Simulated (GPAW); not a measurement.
# Work function of B/Ir(100) at several levels, part 2 of 2

How far do functional and basis move the work function of B/Ir(100)?

GPAW 26.7.0; GPAW, PAW setups; slab in vacuum, relaxation (the session's first sound run).

So far, upper work function (eV): step 2 (relaxing the atoms, PBE, GPAW) 3.96; step 5 (self-consistent run: xc = "RPBE") 3.85; step 6 (self-consistent run: xc = "revPBE") 3.85; step 7 (self-consistent run: xc = "LDA") 4.23; step 8 (OptPBE vdW: xc = "optPBE-vdW", GPAW, PAW setups, GPAW) 4.13.

## (9) Real-space grid: mode = "fd"

A real-space grid is a second complete basis, so it checks the plane-wave result.

File run.py:

```python
import json
import numpy as np
from ase import Atoms
from gpaw import GPAW

slab = Atoms(
    ['Ir', 'Ir', 'Ir', 'Ir', 'B'],
    positions=[
        [1.35765, 1.35765, 7.00000],
        [0.00000, 0.00000, 8.92000],
        [1.35765, 1.35765, 10.80162],
        [-0.00000, 0.00000, 12.99774],
        [1.35765, 1.35765, 13.77980]],
    cell=[[2.71529, 0.0, 0.0], [0.0, 2.71529, 0.0], [0.0, 0.0, 20.93307]],
    pbc=[True, True, False])

slab.calc = GPAW(mode='fd', h=0.18, xc='PBE', kpts={'size': (12, 12, 1), 'gamma': True},
                 occupations={'name': 'fermi-dirac', 'width': 0.1}, nbands='200%',
                 convergence={'density': 1e-05}, maxiter=200,
                 poissonsolver={'dipolelayer': 'xy'},
                 symmetry={'tolerance': 1e-3}, txt='slab.txt')
result = {}
energy = slab.get_potential_energy()
fermi = slab.calc.get_fermi_level()
v = slab.calc.get_electrostatic_potential().mean((0, 1)) - fermi
n = slab.calc.get_pseudo_density().mean((0, 1))
L = slab.cell[2, 2]
z = np.arange(len(v)) * L / len(v)
low, high = slab.positions[:, 2].min(), slab.positions[:, 2].max()
below, above = np.interp([low - 4.8, high + 4.8], z, v)
slopes = [np.interp(x, z, np.gradient(v, z)) for x in (low - 4.8, high + 4.8)]
eps = np.array([[slab.calc.get_eigenvalues(k, s) for k in range(len(slab.calc.get_ibz_k_points()))]
                for s in range(slab.calc.get_number_of_spins())]) - fermi
top, bottom = eps[eps < 0].max(), eps[eps > 0].min()
dipole = slab.get_dipole_moment()[2]
print(f'energy {energy:.4f} eV, Fermi level {fermi:.4f} eV, dipole {dipole:.5f} e A')
print(f'potential 4.8 A off the faces, from the Fermi level: lower {below:.4f} eV, upper {above:.4f} eV')
print(f'slope of the potential there: lower {slopes[0]:.5f}, upper {slopes[1]:.5f} eV/A')
print(f'nearest levels on the mesh: {top:.4f} and {bottom:.4f} eV')
print('magnetic moment', round(slab.get_magnetic_moment(), 3))
result.update(energy=energy, fermi=fermi, dipole=dipole, below=below, above=above, slopes=slopes, edges=[top, bottom],
              z=z.tolist(), v=v.tolist(), n=n.tolist(), positions=slab.positions.tolist(),
              forces=slab.get_forces(apply_constraint=False).tolist(), moments=slab.get_magnetic_moments().tolist())
json.dump(result, open('result.json', 'w'))
```

The run is started by

```bash
OMP_NUM_THREADS=1 OPENBLAS_NUM_THREADS=1 python run.py
```

The job ended after 20 min (1 thread of Arm Neoverse V1, shared host; peak memory 1.3 GiB).

This step gave:

```
dipole along the normal                    : 0.06035 e·Å
levels nearest the Fermi level on the mesh : -0.01852, 0.008255 eV from the Fermi level
upper work function                        : 3.962 eV
lower work function                        : 5.443 eV
```

The electrostatic potential energy of an electron (without an applied field's), less the Fermi level, planar mean oscillates, so the rows of the table below give means over windows of 1 Å about each position, cut where the curve ends. Its maxima inside the range that stand out by 2 % of the span (Å: eV): 1.0: 5.44, 7.9: -4.33, 9.8: -5.20, 11.9: -1.81. Its minima: 7.0: -25.9, 8.9: -26.8, 10.8: -26.4, 13.1: -29.2.

The electrostatic potential energy of an electron (without an applied field's), less the Fermi level, planar mean by z; means over each step:

z (Å), electrostatic potential energy of an electron (without an applied field's), less the Fermi level, planar mean (eV) and a bar from the least value:
```
        0        5.4 ##############################
        1        5.4 ##############################
        2        5.4 ##############################
        3        5.4 ##############################
        4        5.4 ##############################
        5        5.0 ##############################
        6       -0.8 ########################
        7      -20.6 ####
        8       -8.0 #################
        9      -21.3 ###
       10       -9.5 ###############
       11      -19.7 #####
       12       -4.9 ####################
       13      -24.5 
       14      -10.8 ##############
       15        2.7 ###########################
       16        3.9 ############################
       17        4.0 #############################
       18        4.0 #############################
       19        4.0 #############################
       20        4.0 #############################
```

The upper face's work function is 3.962 eV, against 3.961 eV in the first plane-wave PBE run at this geometry.

## (10) Atomic orbitals: mode = "lcao"

Atom-centred orbitals end a few angstrom from the surface, which tests how much the density's tail matters.

run.py: that of step 9 with these lines changed.

```diff
@@ -16,4 +16,4 @@
 
-slab.calc = GPAW(mode='fd', h=0.18, xc='PBE', kpts={'size': (12, 12, 1), 'gamma': True},
-                 occupations={'name': 'fermi-dirac', 'width': 0.1}, nbands='200%',
+slab.calc = GPAW(mode='lcao', basis='dzp', h=0.18, xc='PBE', kpts={'size': (12, 12, 1), 'gamma': True},
+                 occupations={'name': 'fermi-dirac', 'width': 0.1}, nbands='120%',
                  convergence={'density': 1e-05}, maxiter=200,
```

It took 21 min on 1 thread; peak memory 0.38 GiB.

Numbers from this step:

```yaml
dipole_along_the_normal: 0.06124 e·Å
levels_nearest_the_fermi_level_on_the_mesh: -0.007122, 0.004405 eV from the Fermi level
upper_work_function: 3.964 eV
lower_work_function: 5.467 eV
```

The electrostatic potential energy of an electron (without an applied field's), less the Fermi level, planar mean oscillates, so the rows of the table below give means over windows of 1 Å about each position, cut where the curve ends. Its maxima inside the range that stand out by 2 % of the span (Å: eV): 1.7: 5.47, 7.9: -4.46, 9.8: -5.29, 11.9: -1.78. Its minima: 7.0: -26.0, 8.9: -26.8, 10.8: -26.4, 13.1: -29.4.

Electrostatic potential energy of an electron (without an applied field's), less the Fermi level, planar mean against z; means over each step:

| z (Å) | electrostatic potential energy of an electron (without an applied field's), less the Fermi level, planar mean (eV) |
| --- | --- |
| 0 | 5.40 |
| 1 | 5.47 |
| 2 | 5.47 |
| 3 | 5.46 |
| 4 | 5.44 |
| 5 | 5.07 |
| 6 | -0.762 |
| 7 | -20.7 |
| 8 | -8.10 |
| 9 | -21.4 |
| 10 | -9.56 |
| 11 | -19.7 |
| 12 | -4.90 |
| 13 | -24.7 |
| 14 | -10.9 |
| 15 | 2.68 |
| 16 | 3.89 |
| 17 | 3.96 |
| 18 | 3.96 |
| 19 | 3.96 |
| 20 | 3.96 |

The upper face's work function is 3.964 eV, against 3.961 eV in the first plane-wave PBE run at this geometry.

## (11) Cost and result by level

Times are for 1 thread of Arm Neoverse V1, shared host. The series side by side:

| no. | run | upper work function (eV) | lower work function (eV) | time | memory (GiB) |
| --- | --- | --- | --- | --- | --- |
| 1 | pw | 3.961 | 5.443 | 3.4 min | 0.3 |
| 2 | vdW DF2 | 4.199 | 5.721 | 4.1 min | 0.43 |
| 3 | RPBE | 3.845 | 5.288 | 3.7 min | 0.3 |
| 4 | revPBE | 3.852 | 5.307 | 3.7 min | 0.3 |
| 5 | LDA | 4.229 | 5.794 | 3.3 min | 0.31 |
| 6 | optPBE vdW | 4.134 | 5.603 | 4.1 min | 0.43 |
| 7 | fd | 3.962 | 5.443 | 20 min | 1.3 |
| 8 | lcao | 3.964 | 5.467 | 21 min | 0.38 |

## (12) Side by side

Results and costs are gathered.

This step: comparison of work functions, dipole and cost (GPAW 26.7.0).

Ladder, by row:

| step | code | work function, upper (eV) | work function, lower (eV) | dipole (e Å) | wall time (s) | peak memory (GiB) | threads |
| --- | --- | --- | --- | --- | --- | --- | --- |
| pw | GPAW | 3.961 | 5.443 | 0.06041 | 205.3 | 0.3 | 1 |
| vdW-DF2 | GPAW | 4.199 | 5.721 | 0.0621 | 245.5 | 0.43 | 1 |
| RPBE | GPAW | 3.845 | 5.288 | 0.05883 | 223.9 | 0.3 | 1 |
| revPBE | GPAW | 3.852 | 5.307 | 0.05932 | 221.9 | 0.3 | 1 |
| LDA | GPAW | 4.229 | 5.794 | 0.06385 | 200.8 | 0.31 | 1 |
| optPBE-vdW | GPAW | 4.134 | 5.603 | 0.05991 | 244.5 | 0.43 | 1 |
| fd | GPAW | 3.962 | 5.443 | 0.06035 | 1175 | 1.32 | 1 |
| lcao | GPAW | 3.964 | 5.467 | 0.06124 | 1274 | 0.38 | 1 |

## (13) Results

```json
{"work function, upper and lower face": "3.961 and 5.443 eV", "dipole along the normal": "0.0604 e Å"}
```

With plane waves and PBE the work function is 3.96 eV on the upper face and 5.44 eV on the lower. The two faces differ by 1.5 eV, the step that the slab's dipole makes (e p/(ε0 A) gives 1.5 eV), so the dipole layer is needed. Over the sound runs of the table the upper face's work function spans 3.845 (RPBE) to 4.229 eV (LDA). The cell of 7.37 Å² holds one B, started on one chosen site; other sites and coverages weren't tried. The in-plane lattice was kept as typed, which isn't the functional's own and leaves some strain; spin-orbit coupling and temperature are left out.

[Logs are printed without paths, hosts, clocks, repeated set-up lines and the standing remarks that a program may print on its own settings, such as how far it seeks lower states.]

[Hosts, paths, dates, database ids (printed as entryN), source tags and the programs' standing remarks are cut or masked in the printed files.]
